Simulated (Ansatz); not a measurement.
# Bi2Te2Se (R-3m) in Ansatz: a series of runs

One crystal, Bi2Te2Se, is run at these levels: LDA; tasks: single point, equation of state.

All numbers are computed with Ansatz 0.2.0; they aren't measurements. Logs are shortened: lines on timing, memory, paths and dates and some standing lists are left out, and cuts for length are marked.

### Step 1. Starting point

Symmetry: R-3m, No. 166, trigonal system. Conventional cell: a = 4.322 Å, b = 4.322 Å, c = 31.757 Å, α = 90.00°, β = 90.00°, γ = 120.00°. Bi (site symmetry 3m) has 3 Te at 3.05 Å and 3 Se at 3.11 Å as nearest neighbours. Te (site symmetry 3m) has 3 Bi at 3.05 Å as nearest neighbours. Se (site symmetry -3m) is surrounded by 6 Bi at 3.11 Å.

The cell is a database's computed one.

### Step 2. Single point, LDA, 32.19 Å³/atom (volume scaled by 0.94)

The input, input.yaml:

```yaml
crystal:
  lattice:
    - [2.1168549803, 1.2221667928, 10.3694785535]
    - [-2.1168549803, 1.2221667928, 10.3694785535]
    - [0.0, -2.4443335855, 10.3694785535]
  atoms:
    - { symbol: Bi, position: [0.39172124, 0.39172124, 0.39172124] }
    - { symbol: Bi, position: [0.60827876, 0.60827876, 0.60827876] }
    - { symbol: Te, position: [0.78040487, 0.78040487, 0.78040487] }
    - { symbol: Te, position: [0.21959513, 0.21959513, 0.21959513] }
    - { symbol: Se, position: [0.0, 0.0, 0.0] }
kpoints:
  mp_grid: { grid: [7, 7, 7] }
scf:
  occupations: { method: fermi_dirac, width: 0.05 }
hamiltonian:
  xc: lda
  pseudopotentials: { kind: all_electron, lapw: { basis_error: 0.002 } }
output:
  forces: true
  stress: true
  eigenvalues: true
```

Potentials or basis: all-electron LAPW, scalar-relativistic.

Started as:

```
> ansatz run input.yaml --threads 4 --pin off --max-ram 12288MiB --backend cpu --events-out ev --progress --plain --runs-dir out
```

Standard output:

```text
Warning: RAYON_NUM_THREADS=4 ignored (pool sized by the plan → 4); use --threads N
LAPW: plane waves up to 7.271 Å⁻¹, error target 2.0e-3 eV per atom; small_component_spin mean_spin; Se in spheres of 1.522 Å, 24 of its electrons in bands, Dirac shells []; Te in spheres of 1.468 Å, 24 of its electrons in bands, Dirac shells []; Bi in spheres of 1.522 Å, 37 of its electrons in bands, Dirac shells [] (how accurate: hamiltonian.pseudopotentials.lapw.basis_error, Limitations)
Engine: ansatz 0.2.0, x86_64-unknown-linux-gnu
Pseudopotentials: kind: all_electron
Pseudopotential: Bi, LAPW, valence charge 37, lapw/all_electron/scalar/gaussian/Bi, Koelling and Harmon's equation, gaussian nucleus
Pseudopotential: Te, LAPW, valence charge 24, lapw/all_electron/scalar/gaussian/Te, Koelling and Harmon's equation, gaussian nucleus
Pseudopotential: Se, LAPW, valence charge 24, lapw/all_electron/scalar/gaussian/Se, Koelling and Harmon's equation, gaussian nucleus
Functional definition: SPW92
  exchange = slater_x
  correlation = pw_c
Crystal: 5 atoms, lattice volume = 160.964 Å³
[... 39 lines left out ...]
  Σ components = -1606295.874351   (vs F -1606295.874351, Δ=0.00e0)
  Basis errors (estimates in eV, not in F): energy 6.7e-4 per atom: plane waves 5.7e-4 (3.2e-4 summed), levels above the bands 5.1e-73, relativity 1.4e-8, radial functions 1.0e-4, core shells 4.7e-8; eigenvalues (radial functions only) 2.5e-5; not estimated: angular momenta, meshes, grids; target (lapw.basis_error) 2.0e-3; muffin-tin radii Se 1.522 Å, Te 1.468 Å, Bi 1.522 Å
--- Forces (eV/Å), atoms counted from 1 ---
  atom   1  Bi     0.00000000    -0.00000000    -0.21955900
  atom   2  Bi     0.00000000     0.00000000     0.21955900
  atom   3  Te     0.00000000     0.00000000     0.39119455
  atom   4  Te     0.00000000    -0.00000000    -0.39119455
  atom   5  Se     0.00000000     0.00000000    -0.00000000
  max |Σ_I F_I| component: 2.10e-30 eV/Å
--- Stress (GPa, compression-positive) ---
        0.607709       0.000000       0.000000
        0.000000       0.607709      -0.000000
        0.000000      -0.000000       0.377666
  P = ⅓ Tr σ = 0.5310 GPa (5.310 kbar)
--- Band table (eV; the first three rows and the last of 44) ---
  k-point 0: bands = ["-195.3641", "-147.2967", "-147.2967", "-142.1391", "-142.1391", "-137.3768", "-137.3768", "-137.3744", "-137.3744", "-137.3744", "-137.3744", "-137.3737", "-137.3737", "-137.3721", "-137.3721", "-137.3721", "-137.3721", "-137.3721", "-137.3721", "-135.4116", "-135.3955", "-135.3955", "-97.5157", "-97.5157", "-97.5157", "-97.5157", "-97.5109", "-97.5109", "-80.2616", "-80.2616", "-80.2616", "-80.2616", "-80.2580", "-80.2580", "-36.1643", "-36.1622", "-36.1622", "-36.1484", "-36.1484", "-25.1136", "-25.1136", "-25.1127", "-25.1127", "-25.1052", "-25.1052", "-25.1050", "-25.1050", "-25.1022", "-25.1019", "-11.6736", "-11.6736", "-11.6701", "-11.6701", "-11.6533", "-11.6512", "-11.6510", "-11.6510", "-11.6452", "-11.6452", "-2.9067", "-1.7035", "-0.7414", "2.3436", "2.8745", "9.1220", "9.2169", "9.2169", "9.3128", "9.9890", "9.9890", "10.4321", "10.4321", "11.1482", "11.4806", "12.4518", "12.4518", "13.3095", "13.7182", "13.7182", "16.8817", "17.5706", "17.7004", "17.7004", "17.8474", "18.5620", "18.5620", "19.0349", "19.2521"]
  k-point 1: bands = ["-195.3641", "-147.2967", "-147.2967", "-142.1391", "-142.1391", "-137.3768", "-137.3768", "-137.3744", "-137.3744", "-137.3744", "-137.3744", "-137.3737", "-137.3737", "-137.3721", "-137.3721", "-137.3721", "-137.3721", "-137.3721", "-137.3721", "-135.4116", "-135.3955", "-135.3955", "-97.5157", "-97.5157", "-97.5157", "-97.5157", "-97.5109", "-97.5109", "-80.2616", "-80.2616", "-80.2616", "-80.2616", "-80.2580", "-80.2580", "-36.1643", "-36.1622", "-36.1622", "-36.1484", "-36.1484", "-25.1136", "-25.1134", "-25.1128", "-25.1125", "-25.1053", "-25.1052", "-25.1051", "-25.1049", "-25.1020", "-25.1017", "-11.6769", "-11.6725", "-11.6706", "-11.6673", "-11.6535", "-11.6511", "-11.6504", "-11.6486", "-11.6462", "-11.6445", "-2.7310", "-1.5223", "-0.6298", "2.2435", "2.6539", "8.0982", "8.4042", "8.7930", "8.9671", "9.8116", "10.0412", "10.2852", "10.3327", "10.5542", "12.4547", "12.9681", "13.0448", "13.4302", "13.8460", "14.1957", "16.2597", "16.8964", "17.9010", "17.9169", "18.0819", "18.6940", "18.8066", "19.0637", "20.1922"]
  k-point 2: bands = ["-195.3641", "-147.2967", "-147.2967", "-142.1391", "-142.1391", "-137.3768", "-137.3768", "-137.3744", "-137.3744", "-137.3744", "-137.3744", "-137.3737", "-137.3737", "-137.3721", "-137.3721", "-137.3721", "-137.3721", "-137.3721", "-137.3721", "-135.4116", "-135.3955", "-135.3955", "-97.5157", "-97.5157", "-97.5157", "-97.5157", "-97.5109", "-97.5109", "-80.2617", "-80.2617", "-80.2616", "-80.2616", "-80.2580", "-80.2580", "-36.1643", "-36.1623", "-36.1622", "-36.1484", "-36.1483", "-25.1136", "-25.1130", "-25.1129", "-25.1119", "-25.1056", "-25.1052", "-25.1050", "-25.1045", "-25.1014", "-25.1013", "-11.6854", "-11.6790", "-11.6664", "-11.6624", "-11.6571", "-11.6516", "-11.6464", "-11.6447", "-11.6418", "-11.6411", "-2.2377", "-1.0179", "-0.3680", "1.7333", "2.1436", "6.8029", "7.7808", "7.9998", "8.1923", "9.1745", "9.2384", "10.0750", "10.2745", "10.6662", "12.2208", "13.2341", "13.4613", "14.0614", "14.5055", "15.2605", "15.4864", "17.3472", "17.6330", "18.6405", "18.8747", "18.9633", "19.4122", "19.8911", "20.4925"]
  k-point 43: bands = ["-195.3641", "-147.2967", "-147.2967", "-142.1391", "-142.1391", "-137.3768", "-137.3768", "-137.3744", "-137.3744", "-137.3744", "-137.3744", "-137.3737", "-137.3737", "-137.3721", "-137.3721", "-137.3721", "-137.3721", "-137.3721", "-137.3721", "-135.4116", "-135.3955", "-135.3955", "-97.5157", "-97.5157", "-97.5157", "-97.5157", "-97.5109", "-97.5109", "-80.2616", "-80.2616", "-80.2616", "-80.2616", "-80.2580", "-80.2580", "-36.1643", "-36.1622", "-36.1622", "-36.1484", "-36.1484", "-25.1136", "-25.1134", "-25.1128", "-25.1125", "-25.1053", "-25.1052", "-25.1051", "-25.1049", "-25.1019", "-25.1017", "-11.6769", "-11.6726", "-11.6706", "-11.6673", "-11.6535", "-11.6511", "-11.6504", "-11.6486", "-11.6462", "-11.6445", "-2.7159", "-1.6144", "-0.4863", "1.9223", "2.9228", "8.0475", "8.6773", "8.8102", "8.9797", "9.3507", "9.6922", "10.4346", "10.4891", "10.9827", "12.1465", "12.7954", "13.0522", "13.6294", "13.9874", "14.2031", "16.3051", "17.0720", "17.4903", "17.9226", "18.0196", "18.5094", "18.9307", "19.4852", "19.7875"]
```

Wall time 23 s (4 threads of AMD EPYC 7R43 (Zen 3), shared host); peak memory 0.99 GiB.

What came out:

* Free energy: -1606295.8744 eV
* Pressure: 0.5 GPa
* Largest force: 0.391 eV/Å
* Band gap on the k mesh: 0.33 eV, direct

Caveat: spin-orbit coupling is left out, which as a rule narrows the gap of such compounds by several tenths of an eV; an odd mesh through Γ misses points on the zone boundary, where band edges often lie.

### Step 3. Single point, LDA, 32.88 Å³/atom (volume scaled by 0.96)

Changes to input.yaml since step 2:

```diff
@@ -2,5 +2,5 @@
   lattice:
-    - [2.1168549803, 1.2221667928, 10.3694785535]
-    - [-2.1168549803, 1.2221667928, 10.3694785535]
-    - [0.0, -2.4443335855, 10.3694785535]
+    - [2.1317629009, 1.2307738847, 10.4425054564]
+    - [-2.1317629009, 1.2307738847, 10.4425054564]
+    - [0.0, -2.4615477695, 10.4425054564]
   atoms:
```

Potentials or basis: all-electron LAPW, scalar-relativistic.

Started as:

```
> ansatz run input.yaml --threads 4 --pin off --max-ram 12288MiB --backend cpu --events-out ev --progress --plain --runs-dir out
```

It took 28 s on 4 threads of AMD EPYC 7R43 (Zen 3), shared host; peak memory 0.97 GiB.

The run converged. Its results:

| Property | Result |
| --- | --- |
| Free energy | -1606295.8728 eV |
| Pressure | -0.6 GPa |
| Largest force | 0.202 eV/Å |
| Band gap on the k mesh | 0.35 eV, direct |

Caveat: spin-orbit coupling is left out, which as a rule narrows the gap of such compounds by several tenths of an eV; an odd mesh through Γ misses points on the zone boundary, where band edges often lie.

### Step 4. Single point, LDA, 33.56 Å³/atom (volume scaled by 0.98)

Changes to input.yaml since step 3:

```diff
@@ -2,5 +2,5 @@
   lattice:
-    - [2.1317629009, 1.2307738847, 10.4425054564]
-    - [-2.1317629009, 1.2307738847, 10.4425054564]
-    - [0.0, -2.4615477695, 10.4425054564]
+    - [2.1464651786, 1.2392622487, 10.5145250113]
+    - [-2.1464651786, 1.2392622487, 10.5145250113]
+    - [0.0, -2.4785244974, 10.5145250113]
   atoms:
```

Started as:

```
> ansatz run input.yaml --threads 4 --pin off --max-ram 12288MiB --backend cpu --events-out ev --progress --plain --runs-dir out
```

Wall time 25 s (4 threads of AMD EPYC 7R43 (Zen 3), shared host); peak memory 0.98 GiB.

Results (log left out):

```
Free energy            : -1606295.8475 eV
Pressure               : -1.7 GPa
Largest force          : 0.078 eV/Å
Band gap on the k mesh : 0.36 eV, direct
```

Caveat: spin-orbit coupling is left out, which as a rule narrows the gap of such compounds by several tenths of an eV; an odd mesh through Γ misses points on the zone boundary, where band edges often lie.

### Step 5. Single point, LDA, 34.25 Å³/atom

Changes to input.yaml since step 4:

```diff
@@ -2,5 +2,5 @@
   lattice:
-    - [2.1464651786, 1.2392622487, 10.5145250113]
-    - [-2.1464651786, 1.2392622487, 10.5145250113]
-    - [0.0, -2.4785244974, 10.5145250113]
+    - [2.1609687617, 1.2476358963, 10.5855712543]
+    - [-2.1609687617, 1.2476358963, 10.5855712543]
+    - [0.0, -2.4952717926, 10.5855712543]
   atoms:
```

Started as:

```
> ansatz run input.yaml --threads 4 --pin off --max-ram 12288MiB --backend cpu --events-out ev --progress --plain --runs-dir out
```

Run time: 25 s. Hardware: 4 threads of AMD EPYC 7R43 (Zen 3), shared host; peak memory 0.99 GiB.

Results (log left out):

```
Free energy            : -1606295.8010 eV
Pressure               : -2.6 GPa
Largest force          : 0.135 eV/Å
Band gap on the k mesh : 0.37 eV, direct
```

Caveat: spin-orbit coupling is left out, which as a rule narrows the gap of such compounds by several tenths of an eV; an odd mesh through Γ misses points on the zone boundary, where band edges often lie.

### Step 6. Single point, LDA, 34.93 Å³/atom (volume scaled by 1.02)

Changes to input.yaml since step 5:

```diff
@@ -2,5 +2,5 @@
   lattice:
-    - [2.1609687617, 1.2476358963, 10.5855712543]
-    - [-2.1609687617, 1.2476358963, 10.5855712543]
-    - [0.0, -2.4952717926, 10.5855712543]
+    - [2.1752802302, 1.2558986265, 10.6556764182]
+    - [-2.1752802302, 1.2558986265, 10.6556764182]
+    - [0.0, -2.511797253, 10.6556764182]
   atoms:
```

Potentials or basis: all-electron LAPW, scalar-relativistic.

Started as:

```
> ansatz run input.yaml --threads 4 --pin off --max-ram 12288MiB --backend cpu --events-out ev --progress --plain --runs-dir out
```

It took 24 s on 4 threads of AMD EPYC 7R43 (Zen 3), shared host; peak memory 0.97 GiB.

It converged, with:

```
Free energy            : -1606295.7358 eV
Pressure               : -3.5 GPa
Largest force          : 0.285 eV/Å
Band gap on the k mesh : 0.38 eV, direct
```

Caveat: spin-orbit coupling is left out, which as a rule narrows the gap of such compounds by several tenths of an eV; an odd mesh through Γ misses points on the zone boundary, where band edges often lie.

### Step 7. Single point, LDA, 35.62 Å³/atom (volume scaled by 1.04)

Changes to input.yaml since step 6:

```diff
@@ -2,5 +2,5 @@
   lattice:
-    - [2.1752802302, 1.2558986265, 10.6556764182]
-    - [-2.1752802302, 1.2558986265, 10.6556764182]
-    - [0.0, -2.511797253, 10.6556764182]
+    - [2.1894058223, 1.2640540409, 10.7248710611]
+    - [-2.1894058223, 1.2640540409, 10.7248710611]
+    - [0.0, -2.5281080818, 10.7248710611]
   atoms:
```

Started as:

```
> ansatz run input.yaml --threads 4 --pin off --max-ram 12288MiB --backend cpu --events-out ev --progress --plain --runs-dir out
```

Run time: 30 s. Hardware: 4 threads of AMD EPYC 7R43 (Zen 3), shared host; peak memory 0.96 GiB.

The run converged. Its results:

- Free energy: -1606295.6536 eV
- Pressure: -4.2 GPa
- Largest force: 0.424 eV/Å
- Band gap on the k mesh: 0.39 eV, direct

Caveat: spin-orbit coupling is left out, which as a rule narrows the gap of such compounds by several tenths of an eV; an odd mesh through Γ misses points on the zone boundary, where band edges often lie.

### Step 8. Single point, LDA, 36.30 Å³/atom (volume scaled by 1.06)

Changes to input.yaml since step 7:

```diff
@@ -2,5 +2,5 @@
   lattice:
-    - [2.1894058223, 1.2640540409, 10.7248710611]
-    - [-2.1894058223, 1.2640540409, 10.7248710611]
-    - [0.0, -2.5281080818, 10.7248710611]
+    - [2.2033514583, 1.2721055576, 10.7931841835]
+    - [-2.2033514583, 1.2721055576, 10.7931841835]
+    - [0.0, -2.5442111152, 10.7931841835]
   atoms:
```

Started as:

```
> ansatz run input.yaml --threads 4 --pin off --max-ram 12288MiB --backend cpu --events-out ev --progress --plain --runs-dir out
```

It took 28 s on 4 threads of AMD EPYC 7R43 (Zen 3), shared host; peak memory 0.93 GiB.

Results (log left out):

```
Free energy            : -1606295.5566 eV
Pressure               : -4.9 GPa
Largest force          : 0.553 eV/Å
Band gap on the k mesh : 0.39 eV, direct
```

Caveat: spin-orbit coupling is left out, which as a rule narrows the gap of such compounds by several tenths of an eV; an odd mesh through Γ misses points on the zone boundary, where band edges often lie.

### Step 9. Equation of state, LDA

Potentials or basis: all-electron LAPW, scalar-relativistic.

This step only gathers the single runs of the series.

Results:

* Equilibrium volume: 32.49 Å³/atom
* Bulk modulus at fixed shape and positions: 56 GPa
* Pressure derivative of the bulk modulus: 4.5

Energy against volume, from the lowest point:
| volume (Å³/atom) | energy (meV/atom) |
| --- | --- |
| 32.193 | 0.00 |
| 32.878 | 0.31 |
| 33.563 | 5.37 |
| 34.248 | 14.68 |
| 34.933 | 27.72 |
| 35.618 | 44.14 |
| 36.303 | 63.55 |

Caveat: the cell was scaled at fixed shape and fractional positions, which overstates the stiffness of a crystal with free parameters, most of all of layers and chains; spin-orbit coupling is left out, which moves the levels of the heavy elements.
